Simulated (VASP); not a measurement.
Runs of VASP 6.6.1 on ZnS (Wurtzite-2H). It takes space group P6_3mc (No. 186, hexagonal). Conventional cell: a = 3.811 Å, b = 3.811 Å, c = 6.234 Å, α = 90.00°, β = 90.00°, γ = 120.00°. Around Zn (site symmetry 3m) lie 4 S at 2.31 to 2.40 Å. Around S (site symmetry 3m) lie 4 Zn at 2.31 to 2.40 Å. 

| task | level | potentials or basis | cell | cutoff (eV) | gap on the mesh (eV) | pressure (GPa) | largest force (eV/Å) |
| --- | --- | --- | --- | --- | --- | --- | --- |
| band structure | LAK | VASP PAW PBE potentials, release 64 (Zn, S) | as given | 520 | 3.32 | 3.5 | (b) |
| relaxation of cell and atoms | LDA | VASP PAW LDA potentials, release 64 (Zn, S) | relaxed | 600 | 2.21 | 0.0 | - |
| band structure | PBEsol | VASP PAW PBE potentials, release 64 (Zn, S) | as given | 520 | (a) | - | - |
| band structure | LDA | VASP PAW LDA potentials, release 64 (Zn, S) | as given | 520 | (c) | -3.7 | 0.30 |
| band structure | revTPSS | VASP PAW PBE potentials, release 64 (Zn, S) | as given | 520 | 2.41 | 0.1 | 0.30 |

Alike in all rows: no spin polarisation; k mesh 8 × 8 × 5; smearing fermi-dirac 0.05 eV.

Estimate the missing entries.

(a) 2.12; (b) 0.33; (c) 2.02.

Caveats: the PAW data sets were made with another functional, which shifts forces and pressure a little (some runs).

Runs at the PBE level aren't shown here.
